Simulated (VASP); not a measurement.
# BaTiO3 (Pm-3m) in VASP: further runs, part 2 of 2

VASP 6.6.1. The steps go on from the part before.

## (4) Single point, PBE

INCAR

```
  PREC = Accurate
  ENCUT = 520
  EDIFF = 1E-7
  ISMEAR = 0
  SIGMA = 0.05
  LREAL = False
  LASPH = True
  NELM = 100
  ALGO = Normal
  ISIF = 2
  LWAVE = False
  LCHARG = False
  GGA = PE
  NBANDS = 28
  ADDGRID = False
```

KPOINTS

```
regular mesh
0
Gamma
  6 6 6
```

POSCAR

```
BaTiO3
1.0
    4.0060000000      0.0000000000      0.0000000000
    0.0000000000      4.0060000000      0.0000000000
    0.0000000000      0.0000000000      4.0060000000
Ba Ti O
1 1 3
Direct
    0.5000000000      0.5000000000      0.5000000000
    0.0000000000      0.0000000000      0.0000000000
    0.0000000000      0.0000000000      0.5000000000
    0.0000000000      0.5000000000      0.0000000000
    0.5000000000      0.0000000000      0.0000000000
```

Potentials or basis: VASP PAW PBE potentials, release 64 (Ba_sv, Ti_sv, O).

Launch:

```
cat potpaw_PBE.64/Ba_sv/POTCAR potpaw_PBE.64/Ti_sv/POTCAR potpaw_PBE.64/O/POTCAR > POTCAR
mpirun -np 1 vasp_std > vasp.out
```

OUTCAR:

```text
PREC = Accurate
   ENCUT = 520
   EDIFF = 1E-7
   ISMEAR = 0
   LREAL = False
   LASPH = True
   NELM = 100
   ISIF = 2
   GGA = PE

 Found     20 irreducible k-points:

 Following reciprocal coordinates:
            Coordinates               Weight
  0.000000  0.000000  0.000000      1.000000
  0.166667  0.000000  0.000000      6.000000
  0.333333  0.000000  0.000000      6.000000
  0.500000  0.000000  0.000000      3.000000
  0.166667  0.166667  0.000000     12.000000
  0.333333  0.166667  0.000000     24.000000
   k-points           NKPTS =     20   k-points in BZ     NKDIM =     20   number of bands    NBANDS=     28
   number of dos      NEDOS =    301   number of ions     NIONS =      5
   total plane-waves  NPLWV =  27000
   dimension x,y,z NGX =    30 NGY =   30 NGZ =   30
   dimension x,y,z NGXF=    60 NGYF=   60 NGZF=   60
   ions per type =               1   1   3
   NGX,Y,Z   is equivalent  to a cutoff of  12.45, 12.45, 12.45 a.u.
   NGXF,Y,Z  is equivalent  to a cutoff of  24.90, 24.90, 24.90 a.u.
 SYSTEM =  unknown system
   PREC   = accura    normal or accurate (medium, high low for compatibility)
   ISTART =      0    job   : 0-new  1-cont  2-samecut
   ICHARG =      2    charge: 1-file 2-atom 10-const
   ISPIN  =      1    spin polarized calculation?
   LNONCOLLINEAR =      F non collinear calculations
   LSORBIT =      F    spin-orbit coupling
   LASPH  =      T    aspherical Exc in radial PAW
   ENCUT  =  520.0 eV  38.22 Ry    6.18 a.u.   7.45  7.45  7.45*2*pi/ulx,y,z
   NELM   =    100;   NELMIN=  2; NELMDL= -5     # of ELM steps
   EDIFF  = 0.1E-06   stopping-criterion for ELM
   LREAL  =      F    real-space projection
   EDIFFG = 0.1E-05   stopping-criterion for IOM
   NSW    =      0    number of steps for IOM
   IBRION =     -1    ionic relax: 0-MD 1-quasi-New 2-CG
   NFREE  =      0    steps in history (QN), initial steepest desc. (CG)
   ISIF   =      2    stress and relaxation
   ISYM   =      2    0-nonsym 1-usesym 2-fastsym
   POTIM  = 0.5000    time-step for ionic-motion
   TEBEG  =    0.0;   TEEND  =   0.0 temperature during run
   PSTRESS=    0.0 pullay stress
   NELECT =      40.0000    total number of electrons
   NUPDOWN=      -1.0000    fix difference up-down
   EMIN   =  10.00;   EMAX   =-10.00  energy-range for DOS
   EFERMI =   0.00;   METHOD = LEGACY
   ISMEAR =     0;   SIGMA  =   0.05  broadening in eV -4-tet -1-fermi 0-gaus
   EFERMI_NEDOS =   21; number of points for ismear=-14 and -15
   IALGO  =     38    algorithm
   IMIX   =      4    mixing-type and parameters
     AMIX     =   0.40;   BMIX     =  1.00
     AMIX_MAG =   1.60;   BMIX_MAG =  1.00
  volume/ion in A,a.u.               =      12.86        86.77
  Fermi-wavevector in a.u.,A,eV,Ry     =   1.397603  2.641087 26.576187  1.953295
  Thomas-Fermi vector in A             =   2.520843
   LORBIT       =      0    0 simple, 1 ext, 2 COOP (PROOUT), +10 PAW based schemes
   GGA     = PE    functional components
   LHFCALC =     F    Hartree Fock is set to
   AEXX    =    0.0000 exact exchange contribution
   IVDW    =     0    specifies the selected vdW correction
   LEPSILON=     F    determine dielectric tensor
   LRPA    =     F    only Hartree local field effects (RPA)
 non-spin polarized calculation
 Gauss-broadening in eV      SIGMA  =   0.05
  energy-cutoff  :      520.00
  volume of cell :       64.29
 maximum number of plane-waves:      1755
 NGX is ok and might be reduce to    30
   NGX = 15   NGY = 15   NGZ = 15

 number of electron      39.9999976 magnetization

 Free energy of the ion-electron system (eV)
  ---------------------------------------------------
  ext. energy  EPLUGINS =         0.00000000
  ---------------------------------------------------
  free energy    TOTEN  =       -39.97017862 eV

  energy without entropy =      -39.97017862  energy(sigma->0) =      -39.97017862

 E-fermi :   4.1295     XC(G=0): -11.2464

 val. band max:        3.8141242739   @ k =   0.5000   0.5000   0.5000
 cond. band min:       5.5527332288   @ k =   0.0000   0.0000   0.0000
 fundamental gap:      1.7386089549
 Fermi energy:         4.1295043849

 k-point     1 :       0.0000    0.0000    0.0000
  band No.  band energies     occupation
      1     -52.8363      2.00000
      2     -29.0457      2.00000
      3     -29.0457      2.00000
      4     -29.0457      2.00000
      5     -21.0058      2.00000
      6     -13.0732      2.00000
[... 20 lines left out ...]
     27       8.8613      0.00000
     28      11.1682      0.00000

 k-point     2 :       0.1667    0.0000    0.0000
  band No.  band energies     occupation
      1     -52.8360      2.00000
      2     -29.0587      2.00000
      3     -29.0453      2.00000
      4     -29.0453      2.00000
      5     -20.9769      2.00000
      6     -13.0932      2.00000
[... 20 lines left out ...]
     27       9.3948      0.00000
     28      11.8228      0.00000

 k-point     3 :       0.3333    0.0000    0.0000
  band No.  band energies     occupation
      1     -52.8355      2.00000
      2     -29.0845      2.00000
      3     -29.0443      2.00000
      4     -29.0443      2.00000
      5     -20.9179      2.00000
      6     -13.2143      2.00000
[... 20 lines left out ...]
     27      10.6352      0.00000
     28      12.0870      0.00000

 k-point     4 :       0.5000    0.0000    0.0000
  band No.  band energies     occupation
      1     -52.8353      2.00000
      2     -29.0973      2.00000
      3     -29.0438      2.00000
      4     -29.0438      2.00000
      5     -20.8878      2.00000
      6     -13.2964      2.00000
[... 20 lines left out ...]
     27      11.3985      0.00000
     28      12.0010      0.00000

 k-point     5 :       0.1667    0.1667    0.0000
  band No.  band energies     occupation
      1     -52.8358      2.00000
      2     -29.0584      2.00000
      3     -29.0578      2.00000
      4     -29.0448      2.00000
      5     -20.9505      2.00000
      6     -13.0708      2.00000
[... 20 lines left out ...]
     27       9.9113      0.00000
     28      12.0486      0.00000

 k-point     6 :       0.3333    0.1667    0.0000
  band No.  band energies     occupation
      1     -52.8353      2.00000
      2     -29.0837      2.00000
      3     -29.0570      2.00000
      4     -29.0438      2.00000
      5     -20.8966      2.00000
      6     -13.1162      2.00000
[... 20 lines left out ...]
     27      11.1407      0.00000
     28      12.4629      0.00000

 [... further k-points ...]
[... 5 lines left out ...]
  --------------------------------------------------------------------------------------
  -------------------------------------------------------------------------------------
  Total        1.3742664      1.3742664      1.3742664      0.0000000      0.0000000      0.0000000
  in kB       34.2490613     34.2490613     34.2490613      0.0000000      0.0000000      0.0000000
  external PRESSURE =      34.2490613 kB  Pullay stress =       0.0000000 kB

 VOLUME and BASIS-vectors are now :
 -----------------------------------------------------------------------------
  energy-cutoff  :      520.00
  volume of cell :       64.29
      direct lattice vectors                 reciprocal lattice vectors
     4.006000000  0.000000000  0.000000000     0.249625562  0.000000000  0.000000000
     0.000000000  4.006000000  0.000000000     0.000000000  0.249625562  0.000000000
     0.000000000  0.000000000  4.006000000     0.000000000  0.000000000  0.249625562

 POSITION                                       TOTAL-FORCE (eV/Angst)
 -----------------------------------------------------------------------------------
      2.00300      2.00300      2.00300         0.000000      0.000000      0.000000
      0.00000      0.00000      0.00000         0.000000      0.000000      0.000000
      0.00000      0.00000      2.00300         0.000000      0.000000      0.000000
      0.00000      2.00300      0.00000         0.000000      0.000000      0.000000
      2.00300      0.00000      0.00000         0.000000      0.000000      0.000000
 -----------------------------------------------------------------------------------
    total drift:                                0.000000     -0.000000      0.000000

  FREE ENERGIE OF THE ION-ELECTRON SYSTEM (eV)
  ---------------------------------------------------
  free  energy   TOTEN  =       -39.9701786155 eV

  energy  without entropy=      -39.9701786155  energy(sigma->0) =      -39.97017862
```

Run time: 18 s. Hardware: 1 thread of Intel Xeon 6975P-C (Granite Rapids), shared host; peak memory 0.19 GiB.

These settings aren't checked as converged: the numbers below hold their error.

Results:

```yaml
Free_energy: -39.9702 eV
Pressure: 3.4 GPa
Band_gap_on_the_k_mesh: 1.74 eV, indirect (least direct gap 1.89 eV)
```

Caveat: spin-orbit coupling is left out, which moves the levels of the heavy elements.

## (5) Single point, PBE

Edit INCAR of step 4 so:

```diff
@@ -1,3 +1,3 @@
   PREC = Accurate
-  ENCUT = 520
+  ENCUT = 650
   EDIFF = 1E-7
```

KPOINTS

```
regular mesh
0
Gamma
  7 7 7
```

POSCAR is that of step 4.

Potentials or basis: VASP PAW PBE potentials, release 64 (Ba_sv, Ti_sv, O).

Launch:

```
cat potpaw_PBE.64/Ba_sv/POTCAR potpaw_PBE.64/Ti_sv/POTCAR potpaw_PBE.64/O/POTCAR > POTCAR
mpirun -np 1 vasp_std > vasp.out
```

OUTCAR:

```text
PREC = Accurate
   ENCUT = 650
   EDIFF = 1E-7
   ISMEAR = 0
   LREAL = False
   LASPH = True
   NELM = 100
   ISIF = 2
   GGA = PE

 Found     20 irreducible k-points:

 Following reciprocal coordinates:
            Coordinates               Weight
  0.000000  0.000000  0.000000      1.000000
  0.142857  0.000000  0.000000      6.000000
  0.285714  0.000000  0.000000      6.000000
  0.428571  0.000000  0.000000      6.000000
  0.142857  0.142857  0.000000     12.000000
  0.285714  0.142857  0.000000     24.000000
   k-points           NKPTS =     20   k-points in BZ     NKDIM =     20   number of bands    NBANDS=     28
   number of dos      NEDOS =    301   number of ions     NIONS =      5
   total plane-waves  NPLWV =  46656
   dimension x,y,z NGX =    36 NGY =   36 NGZ =   36
   dimension x,y,z NGXF=    72 NGYF=   72 NGZF=   72
   ions per type =               1   1   3
   NGX,Y,Z   is equivalent  to a cutoff of  14.94, 14.94, 14.94 a.u.
   NGXF,Y,Z  is equivalent  to a cutoff of  29.88, 29.88, 29.88 a.u.
 SYSTEM =  unknown system
   PREC   = accura    normal or accurate (medium, high low for compatibility)
   ISTART =      0    job   : 0-new  1-cont  2-samecut
   ICHARG =      2    charge: 1-file 2-atom 10-const
   ISPIN  =      1    spin polarized calculation?
   LNONCOLLINEAR =      F non collinear calculations
[... 53 lines left out ...]

 E-fermi :   4.0612     XC(G=0): -11.2459

 val. band max:        3.7510783618   @ k =   0.4286   0.4286   0.4286
 cond. band min:       5.5516539345   @ k =   0.0000   0.0000   0.0000
 fundamental gap:      1.8005755727
 Fermi energy:         4.0611578326

 k-point     1 :       0.0000    0.0000    0.0000
  band No.  band energies     occupation
      1     -52.8381      2.00000
      2     -29.0478      2.00000
      3     -29.0478      2.00000
      4     -29.0478      2.00000
      5     -21.0059      2.00000
      6     -13.0753      2.00000
[... 175 lines left out ...]
     27      10.6332      0.00000
     28      12.4020      0.00000

 [... further k-points ...]
[... 5 lines left out ...]
  --------------------------------------------------------------------------------------
  -------------------------------------------------------------------------------------
  Total        1.2818507      1.2818507      1.2818507      0.0000000      0.0000000     -0.0000000
  in kB       31.9459056     31.9459056     31.9459056      0.0000000      0.0000000     -0.0000000
  external PRESSURE =      31.9459056 kB  Pullay stress =       0.0000000 kB

 VOLUME and BASIS-vectors are now :
 -----------------------------------------------------------------------------
  energy-cutoff  :      650.00
  volume of cell :       64.29
      direct lattice vectors                 reciprocal lattice vectors
     4.006000000  0.000000000  0.000000000     0.249625562  0.000000000  0.000000000
     0.000000000  4.006000000  0.000000000     0.000000000  0.249625562  0.000000000
     0.000000000  0.000000000  4.006000000     0.000000000  0.000000000  0.249625562

 POSITION                                       TOTAL-FORCE (eV/Angst)
 -----------------------------------------------------------------------------------
      2.00300      2.00300      2.00300         0.000000      0.000000      0.000000
      0.00000      0.00000      0.00000         0.000000      0.000000      0.000000
      0.00000      0.00000      2.00300         0.000000      0.000000      0.000000
      0.00000      2.00300      0.00000         0.000000      0.000000      0.000000
      2.00300      0.00000      0.00000         0.000000      0.000000      0.000000
 -----------------------------------------------------------------------------------
    total drift:                                0.000000      0.000000     -0.000000

  FREE ENERGIE OF THE ION-ELECTRON SYSTEM (eV)
  ---------------------------------------------------
  free  energy   TOTEN  =       -39.9827059011 eV

  energy  without entropy=      -39.9827059011  energy(sigma->0) =      -39.98270590
```

OSZICAR:

```text
N       E                     dE             d eps       ncg     rms          rms(c)
DAV:   1     0.471015991054E+03    0.47102E+03   -0.23080E+04  1120   0.180E+03
DAV:   2     0.205945777975E+01   -0.46896E+03   -0.44398E+03  1220   0.457E+02
DAV:   3    -0.483855186334E+02   -0.50445E+02   -0.49795E+02  1316   0.148E+02
DAV:   4    -0.509605304209E+02   -0.25750E+01   -0.25696E+01  1736   0.300E+01
DAV:   5    -0.510004476278E+02   -0.39917E-01   -0.39901E-01  1424   0.370E+00    0.228E+01
DAV:   6    -0.401837396338E+02    0.10817E+02   -0.57008E+01  1620   0.660E+01    0.979E+00
DAV:   7    -0.401426790546E+02    0.41061E-01   -0.98680E+00  1488   0.228E+01    0.658E+00
DAV:   8    -0.399734659841E+02    0.16921E+00   -0.64814E-01  1320   0.704E+00    0.339E+00
DAV:   9    -0.400135571116E+02   -0.40091E-01   -0.34836E-01  1616   0.495E+00    0.162E+00
DAV:  10    -0.399878474293E+02    0.25710E-01   -0.19029E-01  1272   0.453E+00    0.601E-01
DAV:  11    -0.399826875049E+02    0.51599E-02   -0.20957E-02  1512   0.103E+00    0.129E-01
DAV:  12    -0.399829389241E+02   -0.25142E-03   -0.19749E-03  1392   0.399E-01    0.146E-01
DAV:  13    -0.399827049770E+02    0.23395E-03   -0.79052E-04  1260   0.300E-01    0.212E-02
DAV:  14    -0.399827049898E+02   -0.12817E-07   -0.31131E-05  1448   0.385E-02    0.120E-02
DAV:  15    -0.399827059622E+02   -0.97243E-06   -0.49444E-06  1344   0.176E-02    0.247E-03
DAV:  16    -0.399827059011E+02    0.61183E-07   -0.39695E-07  1332   0.617E-03
   1 F= -.39982706E+02 E0= -.39982706E+02  d E =-.130422E-19
```

stdout:

```text
POSCAR found type information on POSCAR BaTiO
 POSCAR found :  3 types and       5 ions
 scaLAPACK will be used
 LDA part: xc-table for (Slater+PW92), standard interpolation
 POSCAR, INCAR and KPOINTS ok, starting setup
 FFT: planning ... GRIDC
 FFT: planning ... GRID_SOFT
 FFT: planning ... GRID
 WAVECAR not read
 entering main loop
```

Run time: 24 s. Hardware: 1 thread of Intel Xeon 6975P-C (Granite Rapids), shared host; peak memory 0.23 GiB.

The run converged, but some of its settings lie outside the range that counts as converged, so its numbers aren't taken as properties of the crystal.

What came out:

```
Free energy            : -39.9827 eV
Pressure               : 3.2 GPa
Band gap on the k mesh : 1.80 eV, indirect (least direct gap 1.89 eV)
```

Caveat: spin-orbit coupling is left out, which moves the levels of the heavy elements; an odd mesh through Γ misses points on the zone boundary, where band edges often lie.
